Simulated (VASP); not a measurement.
# ZrC: relaxation of cell and atoms with PBE

ZrC:

```
Zr C
1.0
     0.00000    2.35521    2.35521
     2.35521    0.00000    2.35521
     2.35521    2.35521    0.00000
Zr C
1 1
Direct
  0.50000 0.50000 0.50000
  0.00000 0.00000 0.00000
```

```json
{
  "Program": "VASP 6.6.1",
  "Task": "relaxation of cell and atoms",
  "Functional": "PBE",
  "Potentials or basis": "VASP PAW PBE potentials, release 64 (Zr_sv, C)",
  "Cutoff": "520 eV",
  "k mesh": "16 × 16 × 16",
  "Occupations": "methfessel-paxton, width 0.2 eV",
  "Spin": "no spin polarisation",
  "Further INCAR settings": "ALGO = Normal; EDIFF = 1e-07; IBRION = 2; EDIFFG = -0.002; NSW = 80; ISIF = 3"
}
```

* Pressure after relaxing: 0.0 GPa
* Band gap on the k mesh: none (metal or under the smearing width)

Final structure:
```yaml
crystal:
  lattice:
    - [0.00000, 2.35521, 2.35521]
    - [2.35521, 0.00000, 2.35521]
    - [2.35521, 2.35521, 0.00000]
  atoms:
    - { symbol: Zr, position: [0.50000, 0.50000, 0.50000] }
    - { symbol: C, position: [0.00000, 0.00000, 0.00000] }
```

Levels at points of the mesh, in eV from the Fermi level:
```
           k point  band 6  band 7  band 8  band 9  band 10  band 11
(0.00, 0.00, 0.00)    0.94    0.94    0.94    1.10     1.10     1.10
(0.50, 0.00, 0.00)   -5.27   -2.90   -2.90    4.47     4.47     5.30
(0.50, 0.50, 0.00)   -2.06   -1.73    0.06    0.06     4.42     5.62
```

Wall time 37 s on 1 thread of Intel(R) Xeon(R) Platinum 8488C (Sapphire Rapids) (shared host), peak memory 0.19 GiB.

Caveat: the relaxation stopped at its first step, so nothing moved.
